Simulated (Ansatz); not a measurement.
Na3Cl:

```
Cl Na
1.0
     3.48642    0.00000    0.00000
     0.00000    3.48642    0.00000
     0.00000    0.00000    9.48697
Cl Na
1 3
Direct
  0.00000 0.00000 0.00000
  0.50000 0.50000 0.17433
  0.50000 0.50000 0.82567
  0.00000 0.00000 0.50000
```

The cell comes from a database or a generator and needn't be the stable form of this composition.

| Item | Value |
| --- | --- |
| Program | Ansatz 0.2.0 |
| Task | single point |
| Functional | PBEsol |
| Potentials or basis | all-electron LAPW, scalar-relativistic |
| Cutoff | 147 eV (chosen from the basis error) |
| Basis error allowed | 0.001 eV/atom |
| k mesh | 8 × 8 × 3 |
| Occupations | fermi-dirac, width 0.05 eV |
| Spin | no spin polarisation |

On this cell: pressure 0.1 GPa; largest force 0.070 eV/Å; band gap on the k mesh none (metal or under the smearing width).

The same run follows on a disturbed copy (atoms moved at random, drawn with an rms of 0.05 Å):

```
CELL_PARAMETERS angstrom
3.48642 0.00000 0.00000
0.00000 3.48642 0.00000
0.00000 0.00000 9.48697
ATOMIC_POSITIONS crystal
Cl 0.99502 0.00818 0.00151
Na 0.49615 0.50090 0.17489
Na 0.50294 0.49395 0.81909
Na 0.99772 0.99586 0.50427
```

Task: What does the disturbed cell give?

Result: The energy (extrapolated to zero smearing) moves by +0.1 meV/atom; pressure 0.0 GPa; largest force 0.048 eV/Å; band gap on the k mesh none (metal or under the smearing width).

Forces on the atoms (eV/Å):
```
Cl   0.007 -0.017 -0.008
Na  -0.001  0.007 -0.001
Na  -0.007  0.009  0.047
Na   0.001  0.001 -0.038
```

Stress tensor (GPa, compression positive):
```
 0.10  0.00  0.00
 0.00  0.10  0.01
 0.00  0.01 -0.15
```
